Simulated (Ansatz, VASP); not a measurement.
**One calculation of TePb, two programs**

```
Te Pb
1.0
     0.00000    3.23100    3.23100
     3.23100    0.00000    3.23100
     3.23100    3.23100    0.00000
Te Pb
1 1
Direct
  0.50000 0.50000 0.50000
  0.00000 0.00000 0.00000
```

Alike in both runs: task relaxation of cell and atoms; functional PBE; dispersion D3(BJ); k mesh 6 × 6 × 6; no spin polarisation.

```csv
,VASP,Ansatz
version,VASP 6.6.1,Ansatz 0.2.0
potentials or method,"VASP PAW PBE potentials, release 64 (Te, Pb_d)","plane waves, PAW"
plane-wave cutoff (eV),600,510
occupations,"gaussian, width 0.01 eV",fixed
valence electrons in the cell,20,30
```

|  | VASP | Ansatz | Ansatz less VASP |
| --- | --- | --- | --- |
| relaxed volume (Å³/atom) | 33.88 | 33.89 | +0.009 |
| relaxed cell length with the largest relative difference (Å) | 4.576 | 4.577 | +0.0004 |

The two sets of potentials don't hold the same shells in valence.

 Zero-point motion and thermal expansion aren't in these numbers. A k mesh can miss the band edges.
